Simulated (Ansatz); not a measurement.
## Be: from a trial structure to a relaxed crystal

Level of theory: DFT PBE, scalar-relativistic, plane waves, PAW in Ansatz. Cutoff 420 eV, Γ-centred k mesh, Gaussian smearing, no spin polarisation in the final step.

Be was placed on the beta-tin structure type (I4_1/amd, No. 141), at a guessed volume.

```
Be
1.0
    -1.95472    1.95472    1.06634
     1.95472   -1.95472    1.06634
     1.95472    1.95472   -1.06634
Be
2
Direct
  0.00000 0.00000 0.00000
  0.75000 0.25000 0.50000
```

Cell and atoms relax at zero pressure; the relaxation can't lower the symmetry of the start. After a coarse first stage the cell is made exact in the group found at 0.06 Å.

Energies count from the standard state of Be at the same level.

Question: Describe the relaxed structure.

Answer: It keeps I4_1/amd (No. 141). The result has the beta-tin structure. Conventional cell: a = 4.219 Å, c = 2.111 Å. Around Be lie 6 Be at 2.11–2.17 Å.

```
Be
1.0
    -2.10930    2.10930    1.05559
     2.10930   -2.10930    1.05559
     2.10930    2.10930   -1.05559
Be
2
Direct
  0.00000 0.00000 0.00000
  0.75000 0.25000 0.50000
```

Question: What are its volume, energy, density and gap?

Answer: The volume per atom is 9.39 Å³ and the density is 1.59 g/cm³. The energy over the standard structure is 0.73 eV/atom and the gap on the 28×28×28 mesh is 0 eV (a metal).

The final run used a 28×28×28 mesh on its 2-atom cell and 0.10 eV smearing. The k mesh leaves about 4 meV/atom of noise in metals. A structure relaxed within its symmetry needn't be a true minimum. The steps took of the order of 70 core-seconds in all.